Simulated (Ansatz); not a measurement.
## Mg2Si: pressure against volume scale

Periodic Kohn-Sham DFT of a crystal at fixed atoms, scaled to volume_scale times the given cell; pressure positive in compression, energy less spherical unpolarised free atoms, largest_vzz the field gradient of largest size among the nuclei. The results are calculated, by Ansatz 0.2.0.

The cell before it is scaled or strained (space group Fm-3m, No. 225):
```
cell vectors (Å)
   0.0000     3.1950     3.1950
   3.1950     0.0000     3.1950
   3.1950     3.1950     0.0000
atoms (fractions of the cell vectors)
Mg  0.25000  0.25000  0.25000
Mg  0.75000  0.75000  0.75000
Si  0.00000  0.00000  0.00000
```

Settings of every row: method frozen-core PAW; functional PBEsol; relativity scalar; k mesh 9x9x9; filling fermi-dirac; smearing width 0.05 eV; wave cutoff 420 eV; paw set soft_2.

Atom start moment: 0 on all atoms.

Limits: PAW files made with PBE; small gap, it may come from the mesh.

| row | volume scale | V (Å³/atom) | pressure (GPa) |
| --- | --- | --- | --- |
| 1 | 0.94 | 20.439 | 1.878 |
| 2 | 0.96 | 20.873 | ? |
| 3 | 0.98 | 21.308 | -0.557 |
| 4 | 0.99 | 21.526 | -1.091 |
| 5 | 1 | 21.743 | -1.598 |
| 6 | 1.01 | 21.961 | -2.08 |
| 7 | 1.02 | 22.178 | -2.537 |
| 8 | 1.04 | 22.613 | -3.384 |
| 9 | 1.06 | 23.048 | -4.146 |

Question: what pressure should row 2 give?

Worked fit of pressure. Take u = (V_r/V)^(2/3) − 1 with V_r = 21.852 Å³ an atom, which is twice the finite (Eulerian) strain; such expansions in the strain, on which the Birch-Murnaghan equation of state is built, carry the rest volume and the bulk modulus. The shown rows have u = 0.04557, 0.01695, 0.01007, 0.00334, -0.00331, -0.00982, -0.02256, -0.0349. Least squares give pressure = −1.8425 + 72.589 × u + 192.89 × u² + 126 × u³ GPa; a parabola predicts inner rows, each left out in turn, worse (root mean square 0.0021 against 0.0011 GPa). The rows lie off it by 0.000, -0.001, 0.001, 0.000, 0.001, 0.000, -0.001, 0.000. The pressure vanishes at u = 0.0238, or V = 21.09 Å³ an atom, and there the bulk modulus at fixed shape and fractions is B = −V dP/dV = (2/3)(1 + u) dP/du = 56 GPa. The withheld row has u = 0.03103, so the fit gives −1.8425 + 72.589 × (0.03103) + 192.89 × (0.03103)² + 126 × (0.03103)³ = 0.599 GPa.

The calculation gave 0.598 GPa. The fit lies 0.001 GPa (0.017 % of the column's range) above it, one unit of the last digit.
